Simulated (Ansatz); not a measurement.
`CC(C)(C)[O][Ge][F]` + CH₃SH → `C[S][Ge][F]` + `CC(C)(C)O`  (ligand exchange at a Ge–O bond)

Isolated molecules relaxed with PBE0-D4/def2-TZVP in Ansatz; ΔE leaves out vibrations. CBS: MP2 limit from def2 TZ/QZ plus the TZ coupled-cluster correction, frozen cores. This one scheme is used for every species. DFT in def2-TZVPP. B3LYP here is the variant with VWN-RPA as its local correlation; programs differ in this. HSE06 is defined as in plane-wave codes. For Ge outer-core shells are correlated without core-valence functions, which leaves a few kJ/mol of doubt a bond. Scalar relativity is left out up to krypton. One conformer a species, not always the lowest.

```tsv
level	ΔE (kJ/mol)	difference from CCSD(T)/CBS
r2SCAN-D4	-4.3	-7.8
PBE0-D4	-7.8	-11.3
B3LYP-D4	2.6	-0.9
HSE06-D4	-8.5	-12.0
PBE-QIDH	-1.9	-5.4
revPBE	-14.6	-18.1
r2SCAN	-5.7	-9.2
CAM-B3LYP	6.2	2.7
MP2/def2-TZVPP	8.3	4.8
MP2/def2-QZVPP	6.4	2.9
CCSD(T)/CBS	3.5	0
```

Largest T1 diagnostic among the species: 0.015.

Leaving LDA and LC-ωPBE aside and taking each functional with its dispersion term where it has one, the values, not all of them listed here, spread over 19.1 kJ/mol, from PBE-D4 to CAM-B3LYP-D4. LDA lies +3.9 kJ/mol from PBE without D4. At CCSD(T), def2-SVP lies +11.5 kJ/mol from the extrapolated value and def2-TZVPP +4.0 kJ/mol. From BLYP to BHLYP (50 % exact exchange), in def2-TZVPP and without D4, ΔE moves by +5.0 kJ/mol.

CCSD(T)/CBS has its own doubt, a few kJ/mol and more with outer-core shells, so smaller differences from it don't rank the levels.
